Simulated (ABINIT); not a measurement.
Runs of ABINIT 10.8.3 (patched build) on Be. It takes space group P6_3/mmc (No. 194, hexagonal). Conventional cell: a = 2.285 Å, b = 2.285 Å, c = 3.584 Å, α = 90.00°, β = 90.00°, γ = 120.00°. Around Be (site symmetry -6m2) lie 12 Be at 2.23 to 2.29 Å. 

```tsv
level	gap on the mesh (eV)	pressure (GPa)	relaxed volume (Å³/atom)
PBE+D3	none	0.0	(a)
PBE+D2	none	0.0	7.66
PBE+D3(BJ)	none	0.0	7.44
PBE	none	0.0	7.91
```

Alike in all rows: task relaxation of cell and atoms; potentials or basis JTH PAW PBE v2.0; no spin polarisation; cell relaxed; k mesh 13 × 13 × 8; cutoff (eV) 517; smearing fermi-dirac 0.05 eV.

Q: Fill in the values left out.

A: (a) 7.57.

Caveats: pairwise dispersion overbinds metals, which lowers pressure and volume (some runs).

A gap of «none» marks a metal or a gap under the smearing width.
